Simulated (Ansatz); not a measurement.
(100) slab cut from the bulk of PtSe2, 15 Å of vacuum:

```yaml
crystal:
  lattice:
    - [3.76072, 0.00000, 0.00000]
    - [0.00000, 4.86331, 0.00000]
    - [0.00000, 0.00000, 26.94191]
  atoms:
    - { symbol: Se, position: [0.00000, 0.26068, 0.27838] }
    - { symbol: Pt, position: [0.50000, 0.00000, 0.31867] }
    - { symbol: Se, position: [0.00000, 0.73932, 0.35897] }
    - { symbol: Se, position: [0.50000, 0.26068, 0.39926] }
    - { symbol: Pt, position: [0.00000, 0.00000, 0.43956] }
    - { symbol: Se, position: [0.50000, 0.73932, 0.47985] }
    - { symbol: Se, position: [0.00000, 0.26068, 0.52015] }
    - { symbol: Pt, position: [0.50000, 0.00000, 0.56044] }
    - { symbol: Se, position: [0.00000, 0.73932, 0.60074] }
    - { symbol: Se, position: [0.50000, 0.26068, 0.64103] }
    - { symbol: Pt, position: [0.00000, 0.00000, 0.68133] }
    - { symbol: Se, position: [0.50000, 0.73932, 0.72162] }
```

Method: DFT PBEsol, scalar-relativistic, plane waves, PAW in Ansatz. Settings: cutoff 420 eV, Γ-centred mesh 9×7×1 on the computed 12-atom cell, Gaussian smearing of 0.10 eV; no spin polarisation. A dipole correction removes the field between periodic images along c.

This base run converges in 8 iterations with a largest force of 1.051 eV/Å and a work function of 5.55 eV on the top face.

One setting at a time is then changed, some of them on purpose to poor values; changes count from the base run, energies are extrapolated to zero smearing, γ keeps the base's bulk energy, atoms stay where they are, and risky runs are capped at 50 to 100 iterations.

(1) What does each change do? occupations fermi-dirac 0.025 eV; occupations gaussian 0.01 eV; no dipole correction, vacuum of 15 Å; n_extra_bands = 1; the slab thickened to 18 atoms (same faces, atoms at the bulk's places); occupations cold 0.2 eV.

Spin-orbit coupling is left out, which matters for the bands of heavy elements. The smearing is narrow for a metal on this mesh.

Answers

(1)
```csv
change,outcome,SCF iterations,ΔE (meV/atom),Δγ (J/m²),Δφ top (eV),largest force (eV/Å),largest change of a force (eV/Å)
occupations fermi-dirac 0.025 eV,converged,8,0.0,0.000,-0.01,1.051,0.014
occupations gaussian 0.01 eV,converged,8,0.0,0.000,-0.04,1.052,0.026
"no dipole correction, vacuum of 15 Å",converged,8,0.0,0.000,,1.051,0.000
n_extra_bands = 1,converged,7,0.0,0.000,0.00,1.051,0.000
"the slab thickened to 18 atoms (same faces, atoms at the bulk's places)",converged,8,-66.1,+0.005,+0.04,1.055,
occupations cold 0.2 eV,converged,7,-0.2,-0.001,+0.07,1.062,0.050
```

Cost: 7 runs of about 15 core-minutes in all, on AMD EPYC 7R43 (Zen 3) (shared hosts).